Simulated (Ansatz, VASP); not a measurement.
**One calculation of Sn, two programs**

Contents of INCAR:

```
SYSTEM = Sn
PREC = Accurate ; ENCUT = 520
EDIFF = 1E-7 ; ISMEAR = -1
SIGMA = 0.05 ; LREAL = .False.
LASPH = .True. ; NELM = 100
ALGO = Normal ; ISIF = 2
LWAVE = .False. ; LCHARG = .False.
GGA = PS ; NBANDS = 21
```

Contents of KPOINTS:

```
Automatic mesh
0
Gamma
  9 9 9
  0 0 0
```

Contents of POSCAR:

```
Sn
1.0
   -2.9204073745      2.9204073745      1.5885680951
    2.9204073745     -2.9204073745      1.5885680951
    2.9204073745      2.9204073745     -1.5885680951
Sn
2
Direct
    0.0000000000      0.0000000000      0.0000000000
    0.7500000000      0.2500000000      0.5000000000
```

The input input.yaml:

```yaml
crystal:
  lattice:
    - [-2.9204073745, 2.9204073745, 1.5885680951]
    - [2.9204073745, -2.9204073745, 1.5885680951]
    - [2.9204073745, 2.9204073745, -1.5885680951]
  atoms:
    - { symbol: Sn, position: [0.0, 0.0, 0.0] }
    - { symbol: Sn, position: [0.75, 0.25, 0.5] }
hamiltonian:
  xc: pbesol
  pseudopotentials: { kind: paw }
kpoints:
  mp_grid: { grid: [9, 9, 9] }
scf:
  occupations: { method: fermi_dirac, width: 0.05 }
output:
  forces: true
  stress: true
  eigenvalues: true
```

Change from the starting cell: volume scaled by 0.98.

Alike in both runs: task single point; functional PBEsol; k mesh 9 × 9 × 9; occupations fermi-dirac, width 0.05 eV; no spin polarisation.

```csv
,VASP,Ansatz
version,VASP 6.6.1,Ansatz 0.2.0
potentials or method,"VASP PAW PBE potentials, release 64 (Sn_d)",Ansatz PAW
plane-wave cutoff (eV),520,420
valence electrons in the cell,28,28
```

Ansatz gave:

| Property | Result |
| --- | --- |
| gap on the k mesh at the Fermi level (eV) | none |
| pressure (GPa) | -0.4 |
| largest component of the traceless stress (GPa) | 0.32 |

**Question.** Which values does VASP return?

**Answer.** gap on the k mesh at the Fermi level (eV): none; pressure (GPa): -0.5; largest component of the traceless stress (GPa): 0.31.

A gap of «none» marks a metal or a gap that the smearing closes.

Caveats: the PAW data sets were made with another functional, which shifts forces and pressure a little (VASP); the PAW data sets come from PBE, with cores solved anew for the run's functional, which leaves a small shift of forces and pressure (Ansatz).
